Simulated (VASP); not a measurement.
A run of VASP 6.6.1 is set up as follows.

INCAR

```
PREC = Accurate
ENCUT = 520
EDIFF = 1E-6
ISMEAR = -1
SIGMA = 0.05
LREAL = F
LASPH = T
NELM = 80
ALGO = Normal
ISIF = 2
LWAVE = F
LCHARG = F
GGA = CA
NBANDS = 15
```

File KPOINTS:

```
Automatic mesh
0
Gamma
  7 7 7
```

File POSCAR:

```
BaS
1.0
    0.0000000000      3.1937500000      3.1937500000
    3.1937500000      0.0000000000      3.1937500000
    3.1937500000      3.1937500000      0.0000000000
Ba S
1 1
Direct
    0.0000000000      0.0000000000      0.0000000000
    0.5000000000      0.5000000000      0.5000000000
```

Potentials or basis: VASP PAW LDA potentials, release 64 (Ba_sv, S).

The run is started by

```sh
$ cat potpaw_LDA.64/Ba_sv/POTCAR potpaw_LDA.64/S/POTCAR > POTCAR
$ mpirun -np 1 vasp_std > vasp.out
```

Problem. What does it give for the band gap on the k mesh?

Solution. 1.96 eV, indirect (least direct gap 2.11 eV).

Problem. Predict the pressure.

Solution. -1.8 GPa.

Caveat: spin-orbit coupling is left out, which moves the levels of the heavy elements.

**What was measured.**

From a printed reference work, monograph, original work of 1988, for a bulk crystal of BaS at 2 K: band gap 3.806 eV (indirect).

Measured gap of BaS: 3.806 eV (indirect; 2 K; a printed reference work, monograph, original work of 1988). This calculation gives 1.96 eV (-1.84 eV). Spin-orbit coupling on Ba is left out. The value is that of LDA on a finite k mesh, which can miss the band edges, without temperature or zero-point motion. Semilocal functionals fall short of measured gaps as a rule.
